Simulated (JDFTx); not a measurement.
Runs of JDFTx 1.7.0 (patched build) on MgS (Niningerite). The structure is cubic, space group Fm-3m (No. 225). The conventional cell has a = 5.203 Å, b = 5.203 Å, c = 5.203 Å, α = 90.00°, β = 90.00°, γ = 90.00°. S (site symmetry m-3m) is surrounded by 6 Mg at 2.60 Å. Around Mg (site symmetry m-3m) lie 6 S at 2.60 Å. 

```csv
task,level,potentials or basis,cell,density cutoff over wavefunction cutoff,SCF threshold on the energy,further solve for the empty bands,local potential set to -Z/r beyond,pseudo rcut,gap on the mesh (eV),pressure (GPa),V0 of scaled cells (Å³/atom),B0 (GPa)
relaxation of cell and atoms,PBE+D3,PseudoDojo-SR-PBE-0.5-standard,relaxed,8,1e-09 Ha,no,-,-,2.92,0.0,-,-
equation of state,PBE,PseudoDojo-SR-PBE-0.5-standard,as given,4,1e-08 Ha,-,-,-,-,-,17.90,74
equation of state,RPBE,PseudoDojo-SR-PBE-0.5-standard,as given,8,1e-09 Ha,-,-,-,-,-,18.37,(a)
single point,PBEsol,PseudoDojo-SR-PBEsol-0.4.1-standard with smoothed tails,as given,8,1e-09 Ha,yes,6 bohr,6,2.83,-0.9,-,-
equation of state,PBEsol,PseudoDojo-SR-PBEsol-0.4.1-standard with smoothed tails,as given,8,1e-09 Ha,-,6 bohr,6,-,-,(c),78
single point,PBE,PseudoDojo-SR-PBE-0.5-standard,as given,4,1e-08 Ha,yes,-,-,2.92,(b),-,-
```

Alike in all rows: no spin polarisation; k mesh 9 × 9 × 9; cutoff (eV) 1143; smearing fermi-dirac 0.05 eV.

**Question.** Fill in the values left out.

**Answer.** (a) 70; (b) 1.2; (c) 17.41.

Caveats: an odd mesh through Γ misses points on the zone boundary, where band edges often lie (some runs); the empty levels aren't tightly converged (some runs); the potentials were made for another functional, which shifts forces and pressure (some runs).

Not every run made on this cell is shown here.
